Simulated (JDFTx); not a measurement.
# Pd (Fm-3m) in JDFTx: settings compared

The runs below take Pd through relaxation of cell and atoms, single point, with PBE, LDA.

All numbers are computed with JDFTx 1.7.0 (patched build); they aren't measurements. Logs are shortened: lines on timing, memory, paths and dates and some standing lists are left out, and cuts for length are marked. The log counts tension as positive stress, the text compression.

### Step 1. The structure

The structure is cubic, space group Fm-3m (No. 225). The conventional cell has a = 3.893 Å, b = 3.893 Å, c = 3.893 Å, α = 90.00°, β = 90.00°, γ = 90.00°. Pd (site symmetry m-3m) has 12 Pd at 2.75 Å as nearest neighbours.

### Step 2. Relaxation of cell and atoms, PBE

Contents of Pd.in:

```
include Pd.lattice
coords-type Lattice
include Pd.ionpos

ion-species pseudo/Pd.upf
elec-cutoff 41
elec-ex-corr gga-PBE
kpoint-folding 12 12 12
elec-smearing Fermi 0.0018374661
elec-n-bands 15
electronic-SCF nIterations 100 energyDiffThreshold 1e-09
electronic-minimize nIterations 30 energyDiffThreshold 1e-7
forces-output-coords Cartesian
lattice-minimize nIterations 40 energyDiffThreshold 1e-6

dump-name run.$VAR
dump End Ecomponents EigStats BandEigs Kpoints Forces Stress
```

Contents of Pd.lattice:

```
lattice \
    0.0000000000     3.6783519016     3.6783519016 \
    3.6783519016     0.0000000000     3.6783519016 \
    3.6783519016     3.6783519016     0.0000000000
```

Contents of Pd.ionpos:

```
ion Pd     0.0000000000     0.0000000000     0.0000000000 1
```

Potentials or basis: Ansatz-NC-SR-PBE with smoothed tails.

Run with:

```console
$ jdftx -c 1 -i Pd.in -o Pd.out
```

Standard output:

```text
[... set-up lines left out ...]
LCAOMinimize: Iter:   0  F: -128.2410823679244629  |grad|_K:  3.719e-03  alpha:  1.000e+00
	FillingsUpdate:  mu: +0.719919973  nElectrons: 18.000000
LCAOMinimize: Iter:   1  F: -128.2898801039301873  |grad|_K:  2.326e-05  alpha:  4.266e-01  linmin: -8.211e-02  cgtest:  5.130e-01
LCAOMinimize: Encountered beta<0, resetting CG.
[... 4 lines of inner loops ...]
LCAOMinimize: Encountered beta<0, resetting CG.
	FillingsUpdate:  mu: +0.720249519  nElectrons: 18.000000
LCAOMinimize: Iter:   4  F: -128.2898836742149911  |grad|_K:  1.455e-07  alpha:  6.987e-01  linmin:  4.687e-03  cgtest: -2.570e-02
LCAOMinimize: Converged (|Delta F|<1.000000e-06 for 2 iters).

--------- Lattice Minimization ---------

-------- Electronic minimization -----------
Will mix electronic density at each iteration.
	FillingsUpdate:  mu: +0.720249519  nElectrons: 18.000000
	FillingsUpdate:  mu: +0.718555976  nElectrons: 18.000000
SCF: Cycle:  0   F: -128.309985050071674   dF: -2.010e-02   |Residual|: 5.242e-02   |deigs|: 5.932e-02
	FillingsUpdate:  mu: +0.729581791  nElectrons: 18.000000
SCF: Cycle:  1   F: -128.311796692246332   dF: -1.812e-03   |Residual|: 1.402e-02   |deigs|: 1.295e-02
	FillingsUpdate:  mu: +0.727904657  nElectrons: 18.000000
SCF: Cycle:  2   F: -128.311831113599794   dF: -3.442e-05   |Residual|: 6.214e-03   |deigs|: 1.849e-03
	FillingsUpdate:  mu: +0.727443641  nElectrons: 18.000000
SCF: Cycle:  3   F: -128.311834205097227   dF: -3.091e-06   |Residual|: 8.781e-04   |deigs|: 5.425e-04
	FillingsUpdate:  mu: +0.727405987  nElectrons: 18.000000
SCF: Cycle:  4   F: -128.311834446389696   dF: -2.413e-07   |Residual|: 1.367e-04   |deigs|: 2.160e-04
	FillingsUpdate:  mu: +0.727404784  nElectrons: 18.000000
SCF: Cycle:  5   F: -128.311834488383653   dF: -4.199e-08   |Residual|: 4.541e-05   |deigs|: 1.426e-04
	FillingsUpdate:  mu: +0.727404266  nElectrons: 18.000000
SCF: Cycle:  6   F: -128.311834497633953   dF: -9.250e-09   |Residual|: 1.243e-05   |deigs|: 1.148e-04
	FillingsUpdate:  mu: +0.727405208  nElectrons: 18.000000
SCF: Cycle:  7   F: -128.311834499964704   dF: -2.331e-09   |Residual|: 2.092e-06   |deigs|: 9.039e-05
	FillingsUpdate:  mu: +0.727405271  nElectrons: 18.000000
SCF: Cycle:  8   F: -128.311834500593250   dF: -6.285e-10   |Residual|: 4.420e-06   |deigs|: 7.363e-05
	FillingsUpdate:  mu: +0.727405361  nElectrons: 18.000000
SCF: Cycle:  9   F: -128.311834500790269   dF: -1.970e-10   |Residual|: 1.047e-06   |deigs|: 6.376e-05
SCF: Converged (|Delta E|<1.000000e-09 for 2 iters).

Setting wave functions to eigenvectors of Hamiltonian
# Lattice vectors:
R =
[            0      3.67835      3.67835  ]
[      3.67835            0      3.67835  ]
[      3.67835      3.67835            0  ]
unit cell volume = 99.5382

# Strain tensor in Cartesian coordinates:
[            0            0            0  ]
[            0            0            0  ]
[            0            0            0  ]

# Stress tensor in Cartesian coordinates [Eh/a0^3]:
[ -0.000232631            0            0  ]
[            0 -0.000232631            0  ]
[            0            0 -0.000232631  ]

# Ionic positions in lattice coordinates:
ion Pd   0.000000000000000   0.000000000000000   0.000000000000000 1

# Forces in Cartesian coordinates:
force Pd  -0.000000000000000  -0.000000000000000   0.000000000000000 1

# Energy components:
   Eewald =     -100.9620172125665079
       EH =       25.8162818818878570
     Eloc =      -85.9595393197781021
      Enl =        1.2930678885069198
      Exc =      -21.1698367028346865
 Exc_core =        7.1354694506763625
       KE =       45.5354601508170163
-------------------------------------
     Etot =     -128.3111138632911263
       TS =        0.0007206374991486
-------------------------------------
        F =     -128.3118345007902690

LatticeMinimize: Iter:   0  F: -128.311834500790269  |grad|_K:  8.654e-03

#--- Lowdin population analysis ---
# oxidation-state Pd +0.642

-------- Electronic minimization -----------
Will mix electronic density at each iteration.
	FillingsUpdate:  mu: +0.727405361  nElectrons: 18.000000
	FillingsUpdate:  mu: +0.723942597  nElectrons: 18.000000
SCF: Cycle:  0   F: -128.311904154193257   dF: -1.542e-06   |Residual|: 1.221e-03   |deigs|: 7.476e-05
	FillingsUpdate:  mu: +0.724298492  nElectrons: 18.000000
SCF: Cycle:  1   F: -128.311905835276690   dF: -1.681e-06   |Residual|: 2.117e-04   |deigs|: 3.262e-04
	FillingsUpdate:  mu: +0.724258085  nElectrons: 18.000000
SCF: Cycle:  2   F: -128.311905870811216   dF: -3.553e-08   |Residual|: 5.709e-05   |deigs|: 5.929e-05
	FillingsUpdate:  mu: +0.724251101  nElectrons: 18.000000
SCF: Cycle:  3   F: -128.311905872742813   dF: -1.932e-09   |Residual|: 1.023e-05   |deigs|: 2.952e-05
	FillingsUpdate:  mu: +0.724251077  nElectrons: 18.000000
SCF: Cycle:  4   F: -128.311905872947023   dF: -2.042e-10   |Residual|: 3.569e-06   |deigs|: 2.549e-05
[... 57 lines left out ...]
     Etot =     -128.3112996238990604
       TS =        0.0007283926166013
-------------------------------------
        F =     -128.3120280165156544

LatticeMinimize: Iter:   1  F: -128.312028016515654  |grad|_K:  6.288e-03  alpha:  3.000e+00  linmin: -1.000e+00

#--- Lowdin population analysis ---
# oxidation-state Pd +0.641

-------- Electronic minimization -----------
Will mix electronic density at each iteration.
	FillingsUpdate:  mu: +0.717977703  nElectrons: 18.000000
	FillingsUpdate:  mu: +0.692179772  nElectrons: 18.000000
SCF: Cycle:  0   F: -128.312152671205212   dF: -8.328e-05   |Residual|: 9.295e-03   |deigs|: 1.154e-04
	FillingsUpdate:  mu: +0.694891004  nElectrons: 18.000000
SCF: Cycle:  1   F: -128.312246128633689   dF: -9.346e-05   |Residual|: 1.751e-03   |deigs|: 2.435e-03
	FillingsUpdate:  mu: +0.694522413  nElectrons: 18.000000
SCF: Cycle:  2   F: -128.312248773811319   dF: -2.645e-06   |Residual|: 3.554e-04   |deigs|: 3.184e-04
	FillingsUpdate:  mu: +0.694494801  nElectrons: 18.000000
SCF: Cycle:  3   F: -128.312248825632452   dF: -5.182e-08   |Residual|: 7.662e-05   |deigs|: 2.690e-05
	FillingsUpdate:  mu: +0.694497572  nElectrons: 18.000000
SCF: Cycle:  4   F: -128.312248831113550   dF: -5.481e-09   |Residual|: 2.180e-05   |deigs|: 1.164e-05
	FillingsUpdate:  mu: +0.694503071  nElectrons: 18.000000
SCF: Cycle:  5   F: -128.312248832044872   dF: -9.313e-10   |Residual|: 1.038e-05   |deigs|: 9.815e-06
	FillingsUpdate:  mu: +0.694500992  nElectrons: 18.000000
SCF: Cycle:  6   F: -128.312248832310502   dF: -2.656e-10   |Residual|: 3.282e-06   |deigs|: 9.707e-06
SCF: Converged (|Delta E|<1.000000e-09 for 2 iters).

Setting wave functions to eigenvectors of Hamiltonian
# Lattice vectors:
R =
[            0      3.72057      3.72057  ]
[      3.72057            0      3.72057  ]
[      3.72057      3.72057            0  ]
unit cell volume = 103.005
[... 150 lines left out ...]
-------- Electronic minimization -----------
Will mix electronic density at each iteration.
	FillingsUpdate:  mu: +0.692495481  nElectrons: 18.000000
	FillingsUpdate:  mu: +0.692514812  nElectrons: 18.000000
SCF: Cycle:  0   F: -128.312250270307544   dF: +2.649e-11   |Residual|: 8.386e-06   |deigs|: 7.637e-06
	FillingsUpdate:  mu: +0.692512152  nElectrons: 18.000000
SCF: Cycle:  1   F: -128.312250270433964   dF: -1.264e-10   |Residual|: 4.453e-06   |deigs|: 4.909e-05
	FillingsUpdate:  mu: +0.692510561  nElectrons: 18.000000
SCF: Cycle:  2   F: -128.312250270450562   dF: -1.660e-11   |Residual|: 2.508e-06   |deigs|: 3.140e-05
SCF: Converged (|Delta E|<1.000000e-09 for 2 iters).

Setting wave functions to eigenvectors of Hamiltonian
LatticeMinimize: 	Wolfe criterion not satisfied: alpha: 1  (E-E0)/|gdotd0|: 1.49845  gdotd/gdotd0: -0.478911 (taking cubic step)

-------- Electronic minimization -----------
Will mix electronic density at each iteration.
	FillingsUpdate:  mu: +0.692510561  nElectrons: 18.000000
	FillingsUpdate:  mu: +0.692497736  nElectrons: 18.000000
SCF: Cycle:  0   F: -128.312250270718863   dF: -5.684e-14   |Residual|: 5.417e-07   |deigs|: 6.536e-06
	FillingsUpdate:  mu: +0.692497589  nElectrons: 18.000000
SCF: Cycle:  1   F: -128.312250270764821   dF: -4.596e-11   |Residual|: 1.696e-06   |deigs|: 1.822e-05
SCF: Converged (|Delta E|<1.000000e-09 for 2 iters).

Setting wave functions to eigenvectors of Hamiltonian
LatticeMinimize: 	Wolfe criterion not satisfied: alpha: 0.0902494  (E-E0)/|gdotd0|: 0.0340377  gdotd/gdotd0: -0.683433 (taking cubic step)

-------- Electronic minimization -----------
Will mix electronic density at each iteration.
	FillingsUpdate:  mu: +0.692497589  nElectrons: 18.000000
	FillingsUpdate:  mu: +0.692497415  nElectrons: 18.000000
SCF: Cycle:  0   F: -128.312250270788212   dF: -4.832e-12   |Residual|: 1.422e-06   |deigs|: 7.716e-06
	FillingsUpdate:  mu: +0.692496965  nElectrons: 18.000000
SCF: Cycle:  1   F: -128.312250270790514   dF: -2.302e-12   |Residual|: 3.885e-07   |deigs|: 2.515e-06
SCF: Converged (|Delta E|<1.000000e-09 for 2 iters).

Setting wave functions to eigenvectors of Hamiltonian
# Lattice vectors:
R =
[            0       3.7232       3.7232  ]
[       3.7232            0       3.7232  ]
[       3.7232       3.7232            0  ]
unit cell volume = 103.224

# Strain tensor in Cartesian coordinates:
[    0.0121929            0            0  ]
[            0    0.0121929            0  ]
[            0            0    0.0121929  ]

# Stress tensor in Cartesian coordinates [Eh/a0^3]:
[ -1.88507e-07            0            0  ]
[            0 -1.88507e-07            0  ]
[            0            0 -1.88507e-07  ]

# Ionic positions in lattice coordinates:
ion Pd   0.000000000000000   0.000000000000000   0.000000000000000 1

# Forces in Cartesian coordinates:
force Pd   0.000000000000000   0.000000000000000  -0.000000000000000 1

# Energy components:
   Eewald =      -99.7458249951197473
       EH =       26.4845041772982768
     Eloc =      -87.8292194782785174
      Enl =        1.2853785571998384
      Exc =      -21.1564133231122966
 Exc_core =        7.1354691772039889
       KE =       45.5146051483557201
-------------------------------------
     Etot =     -128.3115007364527571
       TS =        0.0007495343377455
-------------------------------------
        F =     -128.3122502707905142

LatticeMinimize: Iter:   5  F: -128.312250270790514  |grad|_K:  7.272e-06  alpha:  2.193e-02  linmin:  1.000e+00
LatticeMinimize: Converged (|Delta F|<1.000000e-06 for 2 iters).

#--- Lowdin population analysis ---
# oxidation-state Pd +0.638

Dumping 'run.eigStats' ...
	eMin: -2.394042 at state 0 ( [ +0.000000 +0.000000 +0.000000 ] spin 0 )
	HOMO: +0.692494 at state 60 ( [ +0.083333 +0.416667 +0.500000 ] spin 0 )
	mu  : +0.692497
	LUMO: +0.692578 at state 12 ( [ +0.000000 +0.083333 +0.500000 ] spin 0 )
	eMax: +1.736094 at state 7 ( [ +0.000000 +0.083333 +0.083333 ] spin 0 )
	HOMO-LUMO gap: +0.000084
	Optical gap  : +0.004300 at state 39 ( [ +0.000000 +0.416667 +0.416667 ] spin 0 )
Done!
```

It took 66 s on 1 thread of Intel Xeon 6975P-C (Granite Rapids), shared host; peak memory 0.09 GiB.

Results:

```
Free energy                            : -3491.5542 eV
Relaxed volume                         : 15.30 Å³/atom
Relaxed cell                           : a = 2.786 Å, b = 2.786 Å, c = 2.786 Å, α = 60.00°, β = 60.00°, γ = 60.00°
Space group after relaxing (to 0.05 Å) : Fm-3m (No. 225)
Energy gained by relaxing              : 11.3 meV/atom
Ionic steps                            : 6
Pressure after relaxing                : 0.0 GPa
Band gap on the k mesh                 : none (metal or under the smearing width)
```

The path:
```csv
step,energy change (eV),largest force (eV/Å),pressure (GPa),volume (Å³)
1,0.0000,0.0000,6.84,14.75
2,-0.0053,0.0000,4.92,14.89
3,-0.0113,0.0000,0.38,15.26
4,-0.0113,0.0000,0.04,15.29
5,-0.0113,0.0000,0.00,15.30
6,-0.0113,0.0000,0.01,15.30
```

Final structure:
```
Pd
1.0
     0.00000    1.97023    1.97023
     1.97023    0.00000    1.97023
     1.97023    1.97023    0.00000
Pd
1
Direct
  0.00000 0.00000 0.00000
```

[end of part 1 of 2]
